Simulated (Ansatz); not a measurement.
# Co: the cost of one run

Program: Ansatz 0.2.0. Level of theory: DFT PBE, scalar-relativistic, plane waves, PAW. These are calculated values, not measurements.

16 further runs of the same task are left out: 16 set aside as unsound or not needed.

### 1 The starting structure

The structure is tetragonal, space group I4_1/amd (No. 141). Conventional cell: a = 4.438 Å, b = 4.438 Å, c = 6.447 Å, α = 90.00°, β = 90.00°, γ = 90.00°. Co (site symmetry -4m2) has 16 Co at 2.61 to 2.74 Å as nearest neighbours. Around Co (site symmetry 2/m) lie 6 Co at 2.22 to 2.25 Å.

Structure file:

```
Co
1.0
     0.00000    3.13838    3.22343
     3.13838    0.00000    3.22343
     3.13838    3.13838    0.00000
Co
6
Direct
  0.25000 0.25000 0.25000
  0.00000 0.00000 0.00000
  0.62500 0.62500 0.12500
  0.62500 0.12500 0.62500
  0.12500 0.62500 0.62500
  0.62500 0.62500 0.62500
```

### 2 Volume 10.583 Å³ an atom, c/a of the conventional cell 1.0271

Contents of input.yaml:

```yaml
crystal:
  lattice:
    - [0.0, 3.1383817804, 3.2234319267]
    - [3.1383817804, 0.0, 3.2234319267]
    - [3.1383817804, 3.1383817804, 0.0]
  atoms:
    - { symbol: Co, position: [0.25, 0.25, 0.25], spin: 2.05 }
    - { symbol: Co, position: [0.0, 0.0, 0.0], spin: 2.05 }
    - { symbol: Co, position: [0.625, 0.625, 0.125], spin: 1.96 }
    - { symbol: Co, position: [0.625, 0.125, 0.625], spin: 1.96 }
    - { symbol: Co, position: [0.125, 0.625, 0.625], spin: 1.96 }
    - { symbol: Co, position: [0.625, 0.625, 0.625], spin: 1.96 }
basis:
  ecutwfc: 520.0
kpoints:
  mp_grid: { grid: [12, 12, 12] }
hamiltonian:
  xc: pbe
  pseudopotentials: { kind: paw, azcp: { folder: soft_1 } }
scf:
  occupations: { method: gaussian, width: 0.15 }
output:
  forces: true
  stress: true
  eigenvalues: true
  populations: true
magnetization:
  spin_polarized: true
```

Launch:

```console
$ ansatz run input.yaml --threads 4 --pin off --max-ram 8192MiB --backend cpu --events-out ev --progress --plain --runs-dir out
```

Q: Estimate wall time and peak memory on 4 threads of Intel Xeon 6975P-C (Granite Rapids), shared host.

About 28 s, with a peak of 1.5 GiB.
